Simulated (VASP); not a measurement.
MoSe2, 6 atoms in the cell. Symmetry: P6_3/mmc, No. 194, hexagonal system. The conventional cell has a = 3.360 Å, b = 3.360 Å, c = 14.908 Å, α = 90.00°, β = 90.00°, γ = 120.00°. Mo (site symmetry -6m2) has 6 Se at 2.57 Å as nearest neighbours. Around Se (site symmetry 3m) lie 3 Mo at 2.57 Å.  The cell isn't the ideal one: a relaxed cell with its volume scaled by 1.04.

| Quantity | Value |
| --- | --- |
| Program | VASP 6.6.1 |
| Task | relaxation of shape and atoms at fixed volume |
| Functional | PBE |
| Potentials or basis | VASP PAW PBE potentials, release 64 (Mo, Se) |
| Cutoff | 300 eV |
| k mesh | 5 × 5 × 1 |
| Occupations | gaussian, width 0.03 eV |
| Spin | no spin polarisation |
| Further INCAR settings | ALGO = Normal; EDIFF = 1e-07; IBRION = 2; EDIFFG = -0.01; NSW = 40; ISIF = 4 |

Potentials or basis: VASP PAW PBE potentials, release 64 (Mo, Se).

Command:

```bash
$ cat potpaw_PBE.64/Mo/POTCAR potpaw_PBE.64/Se/POTCAR > POTCAR
$ mpirun -np 2 vasp_std > vasp.out
```

Hardware: 2 MPI ranks on Intel(R) Xeon(R) Platinum 8488C (Sapphire Rapids), with other jobs on the host.

Problem. How long does it take, and how much memory?

Solution. Wall time 67 s on 2 MPI ranks on Intel(R) Xeon(R) Platinum 8488C (Sapphire Rapids) (shared host), peak memory 0.16 GiB a rank. Counts: scf iterations 75, k points 5, ion steps 8.
